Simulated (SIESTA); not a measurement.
Runs of SIESTA 5.4.2 on WC. Symmetry: Fm-3m, No. 225, cubic system. Conventional cell: a = 4.385 Å, b = 4.385 Å, c = 4.385 Å, α = 90.00°, β = 90.00°, γ = 90.00°. W (site symmetry m-3m) has 6 C at 2.19 Å as nearest neighbours. C (site symmetry m-3m) has 6 W at 2.19 Å as nearest neighbours. Measurements of this composition are mostly on another form, of space group No. 187.

```tsv
level	gap on the mesh (eV)	pressure (GPa)	relaxed volume (Å³/atom)
vdW-DF-cx	none	0.0	10.61
vdW-DF	none	0.1	11.08
vdW-DF2	none	0.0	11.48
vdW-DF-C09	none	0.0	10.61
optB88-vdW	none	0.0	10.88
VV10	none	0.0	(a)
```

Alike in all rows: task relaxation of cell and atoms; potentials or basis PseudoDojo 0.4 standard (PBE files), DZP (energy shift 0.003 Ry; two zetas on semicore shells); no spin polarisation; cell relaxed; k mesh 6 × 6 × 6; smearing fermi-dirac 0.05 eV; grid cutoff 800 Ry; energy shift 0.003 Ry; the mesh is coarse, so values aren't converged.

Q: Fill in the values left out.

A: (a) 11.03.

Caveats: all runs use coarse meshes; short orbitals over semicore shells can move pressures by several GPa; the potentials were made for another functional, which shifts forces and pressure; the basis of atomic orbitals isn't converged, which shifts pressures, moduli and gaps; the non-local part is tabulated coarsely and may be off by about a percent (some runs).

A k mesh can miss the band edges, and the runs leave out spin-orbit coupling on W.

A gap of «none» marks a metal or a gap under the smearing width.

Runs at the PBE level aren't shown here.
